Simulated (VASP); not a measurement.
# GaAs (strained zincblende), PBE single-point calculation: VASP's output and Ansatz's

POSCAR

```
Ga As
 1.0000000000000000
     0.0000000000000000    2.8330850946999999    2.8622658712000000
     2.8330850946999999    0.0000000000000000    2.8622658712000000
     2.8330850946999999    2.8330850946999999    0.0000000000000000
 Ga  As
   1   1
Cartesian
  0.0000000000000000  0.0000000000000000  0.0000000000000000
  1.4165425473499997  1.4165425473499997  1.4311329355999998
```

VASP ran with the recommended PBE PAW datasets (18 valence electrons in the cell).

From OUTCAR

```
k-points           NKPTS =     59   k-points in BZ     NKDIM =     59   number of bands    NBANDS=     16

   NELECT =      18.0000    total number of electrons

   dimension x,y,z NGX =    30 NGY =   30 NGZ =   30
   dimension x,y,z NGXF=    60 NGYF=   60 NGZF=   60

  energy-cutoff  :      520.00
  volume of cell :       45.95
      direct lattice vectors                 reciprocal lattice vectors
     0.000000000  2.833085095  2.862265871    -0.176486051  0.176486051  0.174686777
     2.833085095  0.000000000  2.862265871     0.176486051 -0.176486051  0.174686777
     2.833085095  2.833085095  0.000000000     0.176486051  0.176486051 -0.174686777

 k-points in reciprocal lattice and weights: KPOINTS created by Atomic Simulation Env
   0.00000000  0.00000000  0.00000000       0.002
   0.12500000  0.00000000  0.00000000       0.016
   0.25000000  0.00000000  0.00000000       0.016
   0.37500000  0.00000000  0.00000000       0.016
   0.50000000  0.00000000  0.00000000       0.008
   0.12500000  0.12500000  0.00000000       0.004
   0.25000000  0.12500000  0.00000000       0.016
   0.37500000  0.12500000  0.00000000       0.016
   ...

 E-fermi :   3.9895

 k-point     1 :       0.0000    0.0000    0.0000
  band No.  band energies     occupation
      1     -11.0054      2.00000
      2     -11.0028      2.00000
      3     -11.0028      2.00000
      4     -10.9295      2.00000
      5     -10.9278      2.00000
      6      -8.8294      2.00000
      7       3.7368      1.99999
      8       3.7957      1.99988
      9       3.7957      1.99988
     10       4.1689      0.00025
     11       7.4913      0.00000
     12       7.4913      0.00000
     13       7.5191      0.00000
     14      11.3115      0.00000
     15      13.7552      0.00000
     16      13.9544      0.00000

 k-point     2 :       0.1250    0.0000    0.0000
  band No.  band energies     occupation
      1     -11.0161      2.00000
      2     -11.0011      2.00000
      3     -10.9995      2.00000
      4     -10.9297      2.00000
      5     -10.9279      2.00000
      6      -8.6514      2.00000
      7       1.8042      2.00000
      8       3.5225      2.00000
      9       3.5699      2.00000
     10       5.2869      0.00000
     11       7.8339      0.00000
     12       7.8364      0.00000
     13       7.9472      0.00000
     14      12.2358      0.00000
     15      12.9473      0.00000
     16      13.0878      0.00000

 k-point     3 :       0.2500    0.0000    0.0000
  band No.  band energies     occupation
      1     -11.0434      2.00000
      2     -10.9939      2.00000
      3     -10.9923      2.00000
      4     -10.9294      2.00000
      5     -10.9272      2.00000
      6      -8.1545      2.00000
      7      -0.3295      2.00000
      8       3.0822      2.00000
      9       3.1458      2.00000
     10       5.1703      0.00000
     11       8.3420      0.00000
     12       8.3624      0.00000
     13       9.6509      0.00000
     14      12.6681      0.00000
     15      12.7924      0.00000
     16      12.8026      0.00000

 k-point     4 :       0.3750    0.0000    0.0000
  band No.  band energies     occupation
      1     -11.0680      2.00000
      2     -10.9881      2.00000
      3     -10.9865      2.00000
      4     -10.9276      2.00000
      5     -10.9251      2.00000
      6      -7.4914      2.00000
      7      -2.0390      2.00000
      8       2.7412      2.00000
      9       2.8184      2.00000
     10       4.8502      0.00000
     11       8.4222      0.00000
     12       8.4790      0.00000
     13      11.3655      0.00000
     14      12.6756      0.00000
     15      13.8971      0.00000
     16      13.9413      0.00000

 k-point     5 :       0.5000    0.0000    0.0000
  band No.  band energies     occupation
      1     -11.0776      2.00000
      2     -10.9861      2.00000
      3     -10.9846      2.00000
      4     -10.9263      2.00000
      5     -10.9237      2.00000
      6      -7.1163      2.00000
      7      -2.7717      2.00000
      8       2.6183      2.00000
      9       2.7007      2.00000
     10       4.7273      0.00000
     11       8.3720      0.00000
     12       8.4384      0.00000
     13      11.5142      0.00000
     14      14.0475      0.00000
     15      15.5163      0.00000
     16      15.6022      0.00000

 k-point     6 :       0.1250    0.1250    0.0000
  band No.  band energies     occupation
      1     -11.0246      2.00000
      2     -10.9963      2.00000
      3     -10.9963      2.00000
      4     -10.9303      2.00000
      5     -10.9278      2.00000
      6      -8.5949      2.00000
      7       1.7351      2.00000
      8       3.1607      2.00000
      9       3.1607      2.00000
     10       6.0371      0.00000
     11       6.8915      0.00000
     12       8.4301      0.00000
     13       8.4301      0.00000
     14      11.6979      0.00000
     15      12.5656      0.00000
     16      14.2002      0.00000

 ...

  Total        0.6948058      0.6948058      0.5190772      0.0000000      0.0000000      0.0000000
  in kB       24.2278448     24.2278448     18.1001969      0.0000000      0.0000000      0.0000000
  external PRESSURE =      22.1852955 kB  Pullay stress =       0.0000000 kB

 POSITION                                       TOTAL-FORCE (eV/Angst)
 -----------------------------------------------------------------------------------
      0.00000      0.00000      0.00000         0.000000      0.000000      0.000000
      1.41654      1.41654      1.43113        -0.000000     -0.000000     -0.000000
 -----------------------------------------------------------------------------------
    total drift:                                0.000002      0.000002      0.000001

  FREE ENERGIE OF THE ION-ELECTRON SYSTEM (eV)
  ---------------------------------------------------
  free  energy   TOTEN  =        -8.2600934347 eV

  energy  without entropy=       -8.2600932288  energy(sigma->0) =       -8.26009333
```

The two codes use different PAW datasets and cutoffs. VASP's cell holds 18 valence electrons and Ansatz's 28. Ansatz's stress includes a Pulay correction; VASP's doesn't.

What does Ansatz give for the same cell and level of theory?

gap between bands v and c 0.37 eV; least direct gap 0.37 eV; pressure 2.0 GPa.

Ansatz printed

```
SCF 1 converged in 6 iterations: F = -8639.846116 eV  dr2 = 1.72e-8
  greatest PAW one-centre occupation: 0.999 electrons in one spin orbital (limit 2), on the As atom at site 1 (counted from 0), in its partial waves of l = 2
NSCF: frozen V_eff on 6 k-points
SCF converged after 6 iterations
Free energy (F): -8639.846116 eV
Harris-Foulkes:  -8639.846116 eV  (|F-HF|=4.03e-9)
Internal energy: -8639.846116 eV  (E = F + TS)
E sigma→0 (E₀):  -8639.846116 eV
Entropy (-TS):   -0.000000 eV (-0.000 meV/atom)
Fermi energy:    8.168279 eV
--- Per-component energies (eV) ---
  E_band       = -317.404227
  E_kinetic    = 219.024035
  E_local      = -3939.943059  (includes V_loc(G=0)·N_el)
  E_nonlocal   = -245.760775
  E_hartree    = 1983.087355
  E_xc         = -148.256647
  E_vxc        = -137.206481  (∫ρ·V_xc dr)
  E_paw        = -3824.348128  (= ΣΔE_a)
  E_vpaw       = -179.694764  (= ΣTr[D̂ρ^β])
  E_aug_tail   = -0.000122  (compensation charges beyond the density's cutoff)
  E_ewald      = -2683.648776
  E_smearing   = -0.000000  (= −TS)
  E_closure    = -0.000000  (closes the sum)
  Σ components = -8639.846116   (vs F -8639.846116, Δ=0.00e0)
--- Forces (eV/Å), atoms counted from 1 ---
  atom   1  Ga     0.00000000     0.00000000     0.00000000
  atom   2  As    -0.00000000    -0.00000000    -0.00000000
  max |Σ_I F_I| component: 1.01e-16 eV/Å
--- Stress (GPa, compression-positive) ---
        2.238174      -0.000000      -0.000000
        0.000000       2.238174       0.000000
       -0.000000       0.000000       1.622332
  P = ⅓ Tr σ = 2.0329 GPa (20.329 kbar)
--- Band table (eV; the first three rows and the last of 59) ---
  k-point 0: bands = ["-27.1593", "-27.1593", "-27.1583", "-27.1504", "-27.1492", "-6.7995", "-6.7969", "-6.7969", "-6.7238", "-6.7222", "-4.6508", "7.9174", "7.9764", "7.9764", "8.3458", "11.6826", "11.6826", "11.7103"]
  k-point 1: bands = ["-27.1592", "-27.1591", "-27.1582", "-27.1504", "-27.1492", "-6.8106", "-6.7952", "-6.7936", "-6.7241", "-6.7223", "-4.4726", "5.9855", "7.7038", "7.7512", "9.4672", "12.0248", "12.0269", "12.1345"]
  k-point 2: bands = ["-27.1591", "-27.1589", "-27.1579", "-27.1503", "-27.1491", "-6.8384", "-6.7879", "-6.7863", "-6.7238", "-6.7217", "-3.9758", "3.8542", "7.2642", "7.3278", "9.3537", "12.5328", "12.5533", "13.8329"]
  k-point 58: bands = ["-27.1590", "-27.1576", "-27.1576", "-27.1508", "-27.1483", "-6.9041", "-6.7506", "-6.7506", "-6.7455", "-6.7127", "-2.2483", "1.1839", "5.3856", "5.3856", "9.5008", "9.6913", "17.9926", "17.9926"]
```
